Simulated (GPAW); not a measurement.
# CdTe (F-43m) in GPAW: settings compared

The runs below take CdTe through band structure, equation of state, one-shot levels of the hybrid HSE06, with vdW-DF2, PBE+D4, PBE.

Everything below comes from runs of GPAW 26.7.0. Logs are shortened: lines on timing, memory, paths and dates and some standing lists are left out, and cuts for length are marked. The log counts tension as positive stress, the text compression.

**Experimental background.**

A printed reference work, data compilation reports, for a bulk crystal of CdTe at 0 K: band gap 1.607 eV.

“Multiscale insight into the Cd1-xZnxTe vibrational-mechanical properties -- High-pressure experiments and ab initio calculations”, 2023, arxiv:2306.14539 quotes, for a powder of CdTe: bulk modulus 42 ± 2 GPa.

The results are compared with them further down.

**1. The structure**

Symmetry: F-43m, No. 216, cubic system. The conventional cell has a = 6.410 Å, b = 6.410 Å, c = 6.410 Å, α = 90.00°, β = 90.00°, γ = 90.00°. Te (site symmetry -43m) is surrounded by 4 Cd at 2.78 Å. Cd (site symmetry -43m) is surrounded by 4 Te at 2.78 Å.

**2. Band structure, vdW-DF2, spin-orbit coupling, no magnetisation**

run.py reads:

```python
import numpy as np
from ase import Atoms
from ase.dft.bandgap import bandgap
from ase.io import write
from gpaw import GPAW, PW
from gpaw.spinorbit import soc_eigenstates

atoms = Atoms(['Te', 'Cd'],
              cell=[[0.0, 3.205, 3.205],
                    [3.205, 0.0, 3.205],
                    [3.205, 3.205, 0.0]],
              scaled_positions=[[0.75, 0.75, 0.75],
                                [0.0, 0.0, 0.0]],
              pbc=True)

calc = GPAW(mode=PW(600),
            xc={'name': 'vdW-DF2', 'backend': 'libvdwxc'},
            kpts={'size': (6, 6, 6), 'gamma': True},
            occupations={'name': 'fermi-dirac', 'width': 0.05},
            nbands=18,
            convergence={'density': 1e-05, 'energy': 1e-05},
            maxiter=150,
            txt='gpaw.txt')
atoms.calc = calc
energy = atoms.get_potential_energy()
forces = atoms.get_forces()
calc.write('gs.gpw')
write('result.traj', atoms)
print(f'Energy: {energy:.6f} eV')
print('Forces (eV/A):')
print(forces.round(4))
print('Fermi level:', round(calc.get_fermi_level(), 4), 'eV')
print(f'Gap: {bandgap(calc)[0]:.4f} eV, direct: {bandgap(calc, direct=True)[0]:.4f} eV')

path = atoms.cell.bandpath('GXWKGLUWLK,UX', npoints=80, eps=1e-4)
bs_calc = calc.fixed_density(kpts=path, symmetry='off', nbands=31,
                             convergence={'bands': 'CBM+6.0', 'eigenstates': 1e-6}, txt='bands.txt')
bs = bs_calc.band_structure()
bs.write('bs.json')
print(f'Gap on the path: {bandgap(bs_calc)[0]:.4f} eV')

soc = soc_eigenstates(bs_calc, theta=90, phi=45)
np.savetxt('soc_bands.dat', soc.eigenvalues(), fmt='%.4f')
mesh = soc_eigenstates('gs.gpw', theta=90, phi=45)
np.savetxt('soc_mesh.dat', mesh.eigenvalues(), fmt='%.4f')
print('Fermi level with spin-orbit coupling:', round(mesh.fermi_level, 4), 'eV')
```

Potentials or basis: GPAW PAW data sets (gpaw-data 1.2.1), pw.

The run is started by

```console
$ OMP_NUM_THREADS=1 python run.py
```

gpaw.txt:

```text
__  _  _
 | _ |_)|_||  |
 |__||  | ||/\| - 26.7.0

Input parameters:
  mode=PW(ecut=600.0),
  convergence={'density': 1e-05, 'energy': 1e-05},
  kpts=MonkhorstPack(size=(6, 6, 6), gamma=True),
  maxiter=150,
  nbands=18,
  occupations=Occupations(name='fermi-dirac', width=0.05),
  xc=XC(name='vdW-DF2', backend='libvdwxc')

Diagonalizing LCAO Hamiltonian
Converting LCAO to pw mode

                      Te

       Cd

Atoms  # Å, Bohr magnetons
|   | symbol |        x |        y |        z |    initial magnetic moments |
|---|--------|----------|----------|----------|-----------------------------|
| 0 |     Te | 4.807500 | 4.807500 | 4.807500 | ( 0.0000,  0.0000,  0.0000) |
| 1 |     Cd | 0.000000 | 0.000000 | 0.000000 | ( 0.0000,  0.0000,  0.0000) |

Unit cell  # Å
| periodic |        x |        y |        z |  lengths |    angles |
|----------|----------|----------|----------|----------|-----------|
|      yes | 0.000000 | 3.205000 | 3.205000 | 4.532554 | 60.000000 |
|      yes | 3.205000 | 0.000000 | 3.205000 | 4.532554 | 60.000000 |
|      yes | 3.205000 | 3.205000 | 0.000000 | 4.532554 | 60.000000 |

Number of symmetries: 24
Symmetry operations  # r_c * U_cc + t_c -> r_c
|    | kind |            matrix            |
|----|------|------------------------------|
|  0 |  E   |  1, 0, 0,  0, 1, 0,  0, 0, 1 |
|  1 |  σ   |  1, 0, 0,  0, 0, 1,  0, 1, 0 |
|  2 |  σ   |  1, 0,-1,  0, 1,-1,  0, 0,-1 |
|  3 |  C3  |  1, 0,-1,  0, 0,-1,  0, 1,-1 |
|  4 |  C3  |  1,-1, 0,  0,-1, 1,  0,-1, 0 |
|  5 |  σ   |  1,-1, 0,  0,-1, 0,  0,-1, 1 |
|  6 |  σ   |  0, 1, 0,  1, 0, 0,  0, 0, 1 |
|  7 |  C3  |  0, 1, 0,  0, 0, 1,  1, 0, 0 |
|  8 |  C2  |  0, 1,-1,  1, 0,-1,  0, 0,-1 |
|  9 |  S4  |  0, 1,-1,  0, 0,-1,  1, 0,-1 |
| 10 |  C3  |  0, 0, 1,  1, 0, 0,  0, 1, 0 |
| 11 |  σ   |  0, 0, 1,  0, 1, 0,  1, 0, 0 |
| 12 |  S4  |  0, 0,-1,  1, 0,-1,  0, 1,-1 |
| 13 |  C3  |  0, 0,-1,  0, 1,-1,  1, 0,-1 |
| 14 |  S4  |  0,-1, 1,  1,-1, 0,  0,-1, 0 |
| 15 |  C2  |  0,-1, 1,  0,-1, 0,  1,-1, 0 |
| 16 |  C3  |  0,-1, 0,  1,-1, 0,  0,-1, 1 |
| 17 |  S4  |  0,-1, 0,  0,-1, 1,  1,-1, 0 |
| 18 |  S4  | -1, 1, 0, -1, 0, 1, -1, 0, 0 |
| 19 |  C3  | -1, 1, 0, -1, 0, 0, -1, 0, 1 |
| 20 |  C3  | -1, 0, 1, -1, 1, 0, -1, 0, 0 |
| 21 |  S4  | -1, 0, 1, -1, 0, 0, -1, 1, 0 |
| 22 |  σ   | -1, 0, 0, -1, 1, 0, -1, 0, 1 |
| 23 |  C2  | -1, 0, 0, -1, 0, 1, -1, 1, 0 |

BZ-sampling:
  Number of BZ points: 216
  Number of IBZ points: 16

  Monkhorst-Pack size: [6, 6, 6]
  Monkhorst-Pack shift: [0.08333333333333333, 0.08333333333333333, 0.08333333333333333]

K-points  # in reciprocal-cell coordinates
|     |                                coordinates |     weight |
|-----|--------------------------------------------|------------|
|   0 | (  0.00000000,   0.00000000,   0.00000000) | 0.00462963 |
|   1 | (  0.16666667,   0.16666667,   0.00000000) | 0.02777778 |
|   2 | (  0.16666667,   0.16666667,   0.16666667) | 0.03703704 |
|   3 | (  0.33333333,   0.16666667,   0.16666667) | 0.05555556 |
|   4 | (  0.33333333,   0.33333333,  -0.33333333) | 0.05555556 |
|   5 | (  0.33333333,   0.33333333,   0.00000000) | 0.02777778 |
|   6 | (  0.33333333,   0.33333333,   0.16666667) | 0.11111111 |
|   7 | (  0.33333333,   0.33333333,   0.33333333) | 0.03703704 |
|   8 | (  0.50000000,   0.33333333,  -0.33333333) | 0.11111111 |
|   9 | (  0.50000000,   0.33333333,  -0.16666667) | 0.05555556 |
| ... |                                            |            |
|  15 | (  0.50000000,   0.50000000,   0.50000000) | 0.01851852 |

Plane wave coefficients: 2215
Cutoff: 600.0 eV

Spin-components: 1 (collinear spins)
Bands:           18
Projectors:      11
Spin-degeneracy: 2
Datatype:        complex128

Parallelization:
  kpt:    1
  domain: 1
  band:   1

Density:
  Valence electrons: 18.0
  Components: 1
  Grid points: [27 27 27]
  Charge: 0.0  # |e|

Potential:
  Grid points: [27 27 27]

species:
  Te:
    name:    Tellurium
    Z:       52.0
    valence: 6
    core:    46
    charge:  0.0  # [|e|]
    compensation charges:
      type: gauss
      rc: 0.36  # [Å]
      lmax: 2
    cutoffs:
      filter: 2.09  # [Å]
      core: 3.17  # [Å]
    projectors
    | kind |    occ | energy [eV] | rcut [Å] |
    |------|--------|-------------|----------|
    |   5s |  2.000 |     -15.089 |    1.180 |
    |   5p |  4.000 |      -5.955 |    1.196 |
    |    s |        |      12.123 |    1.180 |
    |    p |        |      21.256 |    1.196 |
    |    d |        |       0.000 |    1.238 |

    Using partial waves for Te as LCAO basis

  Cd:
    name:    Cadmium
    Z:       48.0
    valence: 12
    core:    36
    charge:  0.0  # [|e|]
    compensation charges:
      type: gauss
      rc: 0.38  # [Å]
      lmax: 2
    cutoffs:
      filter: 2.12  # [Å]
      core: 2.62  # [Å]
    projectors
    | kind |    occ | energy [eV] | rcut [Å] |
    |------|--------|-------------|----------|
    |   5s |  2.000 |      -5.655 |    1.191 |
    |   5p |  0.000 |      -1.186 |    1.228 |
    |   4d | 10.000 |     -11.739 |    1.164 |
    |    s |        |      21.556 |    1.191 |
    |    p |        |      26.026 |    1.228 |
    |    d |        |      15.473 |    1.164 |

    Using partial waves for Cd as LCAO basis

Reference energy: -336963.801770  # eV

eigensolver:
  PPCG
  Converge bands: occupied
  niter=2

density mixing:
  MSR1-Mixer
  Pratt-step length: 0.05
  Maximum mixing coefficient: 0.75
  Old densities: 10
  SVD Regularization: 0.005
  Good broyden scale: 1.0
  Trust region scale: 1.0
  Backstep threshold: 4.0
  History deletion threshold: 6.0
  Fourier metric: weight=20.0, sigma=0.015

occupation numbers:
  Fermi-Dirac:
    width: 0.0500  # eV

poisson solver:
  ecut: 4800.0  # eV

xc functional:
  name: vdW-DF2 with libvdwxc
  Mode: serial
  Semilocal: GGA_X_RPW86+LDA_C_PW with 2 nearest neighbor stencil
  Local blocksize: 54 x 54 x 54
  PAW datasets: PBE

convergence criteria:
- Maximum integral of absolute [dens]ity change: 1e-05 electrons / valence electron
- Maximum [total energy] change in last 3 cyles: 1e-05 eV / valence electron
- Maximum integral of absolute [eigenst]ate change: 4e-08 eV^2 / valence electron
maximum number of iterations: 150

SCF iterations
|iter     | |      energy | eigst |  dens |
|---------|-|-------------|-------|-------|
|iter:   1| | -215.568516 | -0.29 |       |
|iter:   2| | -215.529274 | -2.06 | -1.26 |
|iter:   3| | -215.368559 | -1.63 | -1.31 |
|iter:   4| | -215.367935 | -3.13 | -1.81 |
|iter:   5| | -215.368358 | -3.57 | -2.24 |
|iter:   6| | -215.368580 | -5.05 | -2.70 |
|iter:   7| | -215.368588 | -6.21 | -3.47 |
|iter:   8| | -215.368589c| -7.27 | -4.08 |
|iter:   9| | -215.368589c| -7.49c| -4.86 |
|iter:  10| | -215.368589c| -8.43c| -5.84c|

Converged in 10 steps
Energy contributions relative to reference atoms: (reference = -336963.801770)

Energy contributions:
  Kinetic:          27.300324
  Coulomb:         -24.379620
  Zero:              0.014334
  External:          0.000000
  Xc:             -218.303622
  Entropy:          -0.000010
  Spinorbit:         0.000000
  ----------------------------
  Free energy:    -215.368594
  Extrapolated:   -215.368589

dipole moment: (-16.456505, -16.456505, -16.456505)  # |e|*Ang

Fermi level: 4.544
Eigenvalues  # (at kpt = [0.000, 0.000, 0.000])
| band index |      eig [eV] | occ [0-2] |
|------------|---------------|-----------|
|          0 |        -7.210 |     2.000 |
|          1 |        -4.381 |     2.000 |
|          2 |        -4.381 |     2.000 |
|          3 |        -4.381 |     2.000 |
|          4 |        -4.108 |     2.000 |
|          5 |        -4.108 |     2.000 |
[... 10 lines left out ...]
|         16 |        14.163 |     0.000 |
|         17 |        14.163 |     0.000 |

Gap: 0.719 eV
Transition (v -> c):
  (s=0, k=0, n=8, [0.00, 0.00, 0.00]) -> (s=0, k=0, n=9, [0.00, 0.00, 0.00])
No difference between direct/indirect transitions

Forces  # eV/Ang
|       x |        y |        z |
|---------|----------|----------|
| 0.00000 |  0.00000 | -0.00000 |  # Te   0
| 0.00000 | -0.00000 |  0.00000 |  # Cd   1

# Writing to gs.gpw (mode='')
```

stdout:

```text
Energy: -215.368589 eV
Forces (eV/A):
[[ 0.  0. -0.]
 [ 0. -0.  0.]]
Fermi level: 4.544 eV
Gap: 0.7191 eV, direct: 0.7191 eV
Gap on the path: 0.7191 eV
Fermi level with spin-orbit coupling: 4.6967 eV
```

It took 56 s on 1 thread of Intel Xeon Platinum 8375C at 2.90GHz (Ice Lake), shared host; peak memory 0.37 GiB.

Results:

```
Free energy             : -215.3686 eV
Band gap on the k mesh  : 0.39 eV, direct
Band gap along the path : 0.40 eV, direct
```

Levels at the corners of the path, in eV from the valence-band top:
```csv
point,band 15,band 16,band 17,band 18,band 19,band 20,band 21,band 22
Γ,0.00,0.00,0.00,0.00,0.40,0.40,4.02,4.02
X,-2.48,-2.48,-2.10,-2.10,2.13,2.13,2.29,2.29
W,-3.12,-2.60,-2.59,-2.57,3.70,4.17,4.26,4.34
K,-3.23,-2.90,-1.95,-1.90,2.47,2.50,4.05,4.27
Γ,0.00,0.00,0.00,0.00,0.40,0.40,4.02,4.02
L,-1.44,-1.44,-0.84,-0.84,1.44,1.44,4.77,4.77
U,-3.23,-2.90,-1.95,-1.90,2.47,2.50,4.05,4.27
W,-3.12,-2.60,-2.59,-2.57,3.70,4.17,4.26,4.34
L,-1.44,-1.44,-0.84,-0.84,1.44,1.44,4.77,4.77
K,-3.23,-2.90,-1.95,-1.90,2.47,2.50,4.05,4.27
U,-3.23,-2.90,-1.95,-1.90,2.47,2.50,4.05,4.27
X,-2.48,-2.48,-2.10,-2.10,2.13,2.13,2.29,2.29
```

Caveat: spin-orbit coupling was added after a scalar SCF, so levels and gaps hold it while energy, forces, pressure and moments don't; this program's spin-orbit splittings come out too wide for heavy elements; the PAW data sets were made with another functional, which shifts forces and pressure a little.

**3. Equation of state, PBE+D4**

run.py reads:

```python
from ase.calculators.mixing import SumCalculator
from ase.eos import EquationOfState
from ase.io import Trajectory, read
from ase.units import GPa
from dftd4.ase import DFTD4
from gpaw import GPAW, PW

atoms = read('POSCAR')

traj = Trajectory('eos.traj', 'w')
volumes, energies = [], []
for x in [0.94, 0.96, 0.98, 1.0, 1.02, 1.04, 1.06]:
    a = atoms.copy()
    a.set_cell(atoms.cell * x**(1 / 3), scale_atoms=True)
    calc = GPAW(mode=PW(600),
                xc='PBE',
                kpts={'size': (6, 6, 6), 'gamma': True},
                occupations={'name': 'fermi-dirac', 'width': 0.05},
                nbands=18,
                convergence={'density': 1e-05, 'energy': 1e-05},
                maxiter=150,
                txt=f'eos-{x:.2f}.txt')
    a.calc = SumCalculator([calc, DFTD4(method='pbe')])
    energies.append(a.get_potential_energy())
    volumes.append(a.get_volume())
    p = -a.get_stress()[:3].mean() / GPa
    calc.write(f'eos-{x:.2f}.gpw')
    traj.write(a)
    print(f'{x:.2f} {volumes[-1]:10.4f} A^3 {energies[-1]:14.6f} eV {p:9.3f} GPa', flush=True)

v0, e0, B = EquationOfState(volumes, energies, eos='birchmurnaghan').fit()
print(f'V0 = {v0:.4f} A^3, E0 = {e0:.6f} eV, B0 = {B / GPa:.2f} GPa')
```

POSCAR reads:

```
CdTe
1.0
    0.0000000000      3.2050000000      3.2050000000
    3.2050000000      0.0000000000      3.2050000000
    3.2050000000      3.2050000000      0.0000000000
Te Cd
1 1
Direct
    0.7500000000      0.7500000000      0.7500000000
    0.0000000000      0.0000000000      0.0000000000
```

Potentials or basis: GPAW PAW data sets (gpaw-data 1.2.1), pw.

The run is started by

```console
$ OMP_NUM_THREADS=1 python run.py
```

Run time: 90 s. Hardware: 1 thread of Intel Xeon Platinum 8375C at 2.90GHz (Ice Lake), shared host; peak memory 0.28 GiB.

Results (log left out):

```yaml
Equilibrium_volume: 34.27 Å³/atom
Bulk_modulus: 41 GPa
Pressure_derivative_of_the_bulk_modulus: 4.8
```

Energy against volume, from the lowest point:
```csv
volume (Å³/atom),energy (meV/atom)
30.947,50.09
31.605,30.94
32.263,16.86
32.922,7.33
33.580,1.86
34.239,0.00
34.897,1.39
```

**4. Band structure, PBE**

run.py reads:

```python
import spglib
from ase import Atoms
from ase.dft.bandgap import bandgap
from ase.io import read, write
from gpaw import GPAW

atoms = read('CdTe.cif')
cell, positions, numbers = spglib.find_primitive(
    (atoms.cell[:], atoms.get_scaled_positions(), atoms.numbers), symprec=1e-4)
atoms = Atoms(numbers, cell=cell, scaled_positions=positions, pbc=True)

calc = GPAW(mode='lcao',
            h=0.2,
            basis='dz(dzp)',
            xc='PBE',
            kpts={'size': (6, 6, 6), 'gamma': True},
            occupations={'name': 'fermi-dirac', 'width': 0.05},
            convergence={'density': 1e-05, 'energy': 1e-05},
            maxiter=150,
            txt='gpaw.txt')
atoms.calc = calc
energy = atoms.get_potential_energy()
forces = atoms.get_forces()
calc.write('gs.gpw')
write('result.traj', atoms)
print(f'Energy: {energy:.6f} eV')
print('Forces (eV/A):')
print(forces.round(4))
print('Fermi level:', round(calc.get_fermi_level(), 4), 'eV')
print(f'Gap: {bandgap(calc)[0]:.4f} eV, direct: {bandgap(calc, direct=True)[0]:.4f} eV')

path = atoms.cell.bandpath('GXWKGLUWLK,UX', npoints=60, eps=1e-4)
bs_calc = calc.fixed_density(kpts=path, symmetry='off', txt='bands.txt')
bs = bs_calc.band_structure()
bs.write('bs.json')
print(f'Gap on the path: {bandgap(bs_calc)[0]:.4f} eV')
```

CdTe.cif reads:

```cif
data_CdTe
_cell_length_a 6.41000000
_cell_length_b 6.41000000
_cell_length_c 6.41000000
_cell_angle_alpha 90.00000000
_cell_angle_beta 90.00000000
_cell_angle_gamma 90.00000000
_space_group_name_H-M_alt 'F-43m'
_space_group_name_Hall 'F -4 2 3'
_space_group_IT_number 216
loop_
_space_group_symop_operation_xyz
'x,y,z'
'y,-x,-z'
'-x,-y,z'
'-y,x,-z'
'x,-y,-z'
'y,x,z'
'-x,y,-z'
'-y,-x,z'
'z,x,y'
'-z,y,-x'
'z,-x,-y'
'-z,-y,x'
'-z,x,-y'
'z,y,x'
'-z,-x,y'
'z,-y,-x'
'y,z,x'
'-x,-z,y'
'-y,z,-x'
'x,-z,-y'
'-y,-z,x'
'x,z,y'
'y,-z,-x'
'-x,z,-y'
'x,y+1/2,z+1/2'
'y,-x+1/2,-z+1/2'
'-x,-y+1/2,z+1/2'
'-y,x+1/2,-z+1/2'
'x,-y+1/2,-z+1/2'
'y,x+1/2,z+1/2'
'-x,y+1/2,-z+1/2'
'-y,-x+1/2,z+1/2'
'z,x+1/2,y+1/2'
'-z,y+1/2,-x+1/2'
'z,-x+1/2,-y+1/2'
'-z,-y+1/2,x+1/2'
'-z,x+1/2,-y+1/2'
'z,y+1/2,x+1/2'
'-z,-x+1/2,y+1/2'
'z,-y+1/2,-x+1/2'
'y,z+1/2,x+1/2'
'-x,-z+1/2,y+1/2'
'-y,z+1/2,-x+1/2'
'x,-z+1/2,-y+1/2'
'-y,-z+1/2,x+1/2'
'x,z+1/2,y+1/2'
'y,-z+1/2,-x+1/2'
'-x,z+1/2,-y+1/2'
'x+1/2,y,z+1/2'
'y+1/2,-x,-z+1/2'
'-x+1/2,-y,z+1/2'
'-y+1/2,x,-z+1/2'
'x+1/2,-y,-z+1/2'
'y+1/2,x,z+1/2'
'-x+1/2,y,-z+1/2'
'-y+1/2,-x,z+1/2'
'z+1/2,x,y+1/2'
'-z+1/2,y,-x+1/2'
'z+1/2,-x,-y+1/2'
'-z+1/2,-y,x+1/2'
'-z+1/2,x,-y+1/2'
'z+1/2,y,x+1/2'
'-z+1/2,-x,y+1/2'
'z+1/2,-y,-x+1/2'
'y+1/2,z,x+1/2'
'-x+1/2,-z,y+1/2'
'-y+1/2,z,-x+1/2'
'x+1/2,-z,-y+1/2'
'-y+1/2,-z,x+1/2'
'x+1/2,z,y+1/2'
'y+1/2,-z,-x+1/2'
'-x+1/2,z,-y+1/2'
'x+1/2,y+1/2,z'
'y+1/2,-x+1/2,-z'
'-x+1/2,-y+1/2,z'
'-y+1/2,x+1/2,-z'
'x+1/2,-y+1/2,-z'
'y+1/2,x+1/2,z'
'-x+1/2,y+1/2,-z'
'-y+1/2,-x+1/2,z'
'z+1/2,x+1/2,y'
'-z+1/2,y+1/2,-x'
'z+1/2,-x+1/2,-y'
'-z+1/2,-y+1/2,x'
'-z+1/2,x+1/2,-y'
'z+1/2,y+1/2,x'
'-z+1/2,-x+1/2,y'
'z+1/2,-y+1/2,-x'
'y+1/2,z+1/2,x'
'-x+1/2,-z+1/2,y'
'-y+1/2,z+1/2,-x'
'x+1/2,-z+1/2,-y'
'-y+1/2,-z+1/2,x'
'x+1/2,z+1/2,y'
'y+1/2,-z+1/2,-x'
'-x+1/2,z+1/2,-y'
loop_
_atom_site_label
_atom_site_type_symbol
_atom_site_symmetry_multiplicity
_atom_site_Wyckoff_symbol
_atom_site_fract_x
_atom_site_fract_y
_atom_site_fract_z
_atom_site_occupancy
Te1 Te 4 c 0.2500000000 0.2500000000 0.2500000000 1
Cd1 Cd 4 a 0.0000000000 0.0000000000 0.0000000000 1
```

Potentials or basis: GPAW PAW data sets (gpaw-data 1.2.1), lcao:dz(dzp).

The run is started by

```console
$ OMP_NUM_THREADS=1 python run.py
```

Run time: 17 s. Hardware: 1 thread of Arm Neoverse V2, shared host; peak memory 0.19 GiB.

These settings aren't checked as converged: the numbers below hold their error.

Results:

- Free energy: -4.0489 eV
- Band gap on the k mesh: 0.92 eV, direct
- Band gap along the path: 0.92 eV, direct

Caveat: the real-space grid adds noise to forces; spin-orbit coupling is left out, which moves the levels of the heavy elements; the basis of atomic orbitals isn't converged, which shifts pressures, moduli and gaps.

(Continued in part 2 of 2.)
